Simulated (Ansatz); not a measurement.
**InSb: stiffness from a series of strains**

```yaml
crystal:
  lattice:
    - [0.00000, 3.23910, 3.23910]
    - [3.23910, 0.00000, 3.23910]
    - [3.23910, 3.23910, 0.00000]
  atoms:
    - { symbol: In, position: [0.00000, 0.00000, 0.00000] }
    - { symbol: Sb, position: [0.75000, 0.75000, 0.75000] }
```

Atom numbers follow the list: In1, Sb2.

The cell is COD entry 9008853, as deposited and not checked against the literature; nothing was relaxed.

No spin–orbit coupling, which matters for the heavy atoms here.

These are results of DFT, LDA, all-electron LAPW, scalar-relativistic in Ansatz 0.2.0, not measurements.

Sampling and basis: a Γ-centred 10×10×10 k mesh, Fermi–Dirac smearing of 0.03 eV, basis error target 0.25 meV/atom, no spin polarisation.

The strain is applied along the Cartesian axes of the cell as listed (the other components stay zero). Fractional coordinates are held (clamped ions).

σ is the change of stress from the unstrained cell, which is at -0.58 GPa; tension is positive, so slopes are stress–strain coefficients at that pressure. In a metal the k mesh adds noise.

Only quantities that a quadratic follows smoothly over the whole series are listed; rougher ones are left out.

| εzz | σzz (GPa) | σxx (GPa) |
| --- | --- | --- |
| -0.0300 | -1.97 | -1.15 |
| -0.0100 | -0.64 | -0.35 |
| 0.0000 | 0.00 | 0.00 |
| 0.0100 | 0.62 | 0.33 |
| 0.0200 | 1.23 | 0.63 |
| 0.0300 | 1.82 | 0.90 |

Problem. Fit the series and read off the stiffness at zero strain.

Solution. Least-squares fits y = p0 + p1 x + p2 x² to the rows give σzz (GPa): p1 = 63.2, p2 = -82; σxx (GPa): p1 = 34.2, p2 = -140. So C11 = 63 GPa and C12 = 34 GPa, which gives B = (C11 + 2 C12)/3 = 44 GPa.

Problem. One run, at εzz = -0.0200, is withheld. Predict its row.

Solution. The fits give -1.30, -0.74; the run gave -1.29, -0.74.
